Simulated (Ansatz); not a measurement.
## CoSi: pressure against volume

CoSi, P2_13, a = 4.386 Å. Ansatz: PBEsol, PAW, 420 eV, Γ-centred 8×8×8 mesh on 8 atoms, Gaussian smearing 0.10 eV; no spin polarisation. Shape and atoms are relaxed at each volume; pressure is positive in compression.

```tsv
V (Å³/atom)	P (GPa)
9.280	41.32
9.596	?
9.913	17.20
10.229	7.86
10.545	-0.03
10.862	-6.67
11.178	-12.21
11.600	-18.10
```

Question: Take V0 = 10.545 Å³/atom, count pressures from its P0 = -0.03 GPa, fit the third-order Birch–Murnaghan form to the other rows, and predict the missing pressure.

Answer: With the Eulerian strain f = ½[(V0/V)^(2/3) − 1] and y = (P − P0)/[3f(1 + 2f)^(5/2)], the form is the line y = B0 + 1.5 B0 (B0′ − 4) f. Rows (f, y): 0.04446, 250.6; 0.02103, 246.4; 0.01025, 243.9; -0.00978, 237.8; -0.01906, 234.7; -0.03080, 229.3. Means f = 0.002683, y = 240.45; Σ(Δf)² = 0.003888, ΣΔfΔy = 1.091; the slope is their ratio. y = 239.7 + 280.5 f GPa, so B0 = 239.7 GPa and B0′ = 4 + 2 × (280.5)/(3 × 239.7) = 4.78. At V = 9.596, f = 0.03244, y = 248.80 and P = 28.30 GPa. The run gave 28.25 GPa, so the fit is 0.05 GPa too high, within the rms miss on the fitted rows (0.13 GPa).

CoSi resists compression strongly, and the fitted B0 of 239.7 GPa fits a dense network of short Co–Si bonds in which Co 3d states hybridise with Si 3p. Squeezing this network raises the Pauli repulsion between overlapping shells steeply, while stretching it weakens the bonding overlap, so the pressure rises faster on compression than it falls on expansion. The cell is somewhat smaller than the measured one, probably because PBEsol tends to overbind 3d compounds, and the bulk modulus is then likely to be on the stiff side.

The good prediction at 9.596 Å³/atom supports interpolation, but the misses are not random: y bends downwards against strain, lying below the line at both ends and above it near the middle. B0′ = 4.78 is therefore an average over the fitted range rather than a sharp equilibrium derivative, and extrapolation to stronger compression would probably overestimate the pressure. The curve alone doesn't show whether the B20 structure remains the preferred phase under pressure.
